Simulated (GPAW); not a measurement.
**Ti: equation of state with LDA+U**

Crystal: Ti.

```
CELL_PARAMETERS angstrom
2.84230 0.00000 0.00000
-0.94743 2.67974 0.00000
-0.94743 -1.33987 2.32072
ATOMIC_POSITIONS crystal
Ti 0.00000 0.00000 0.00000
```

This isn't the form of Ti at room conditions, which is hcp.

- Program: GPAW 26.7.0
- Task: equation of state
- Functional: LDA
- Potentials or basis: the program's PAW data sets (release 1.2.1) made for this functional
- Cutoff: 600 eV
- Basis: pw
- k mesh: 11 × 11 × 11
- Occupations: fermi-dirac, width 0.05 eV
- Spin: no spin polarisation
- Hubbard terms: Ti d U = 7 eV
- Maxiter: 150
- Eos scales: [0.94, 0.96, 0.98, 1.0, 1.02, 1.04, 1.06]

```json
{
  "Equilibrium volume": "18.12 Å³/atom",
  "Bulk modulus": "128 GPa",
  "Pressure derivative of the bulk modulus": "2.9"
}
```

Energy against volume, from the lowest point:
| volume (Å³/atom) | energy (meV/atom) |
| --- | --- |
| 16.616 | 55.94 |
| 16.969 | 31.82 |
| 17.323 | 14.85 |
| 17.676 | 4.37 |
| 18.030 | 0.00 |
| 18.383 | 1.23 |
| 18.737 | 7.69 |

Run time: 65 s on 1 thread of Arm Neoverse V2, on a shared host, peak memory 0.18 GiB.

Caveat: the U is typed as a test and isn't derived for this compound.
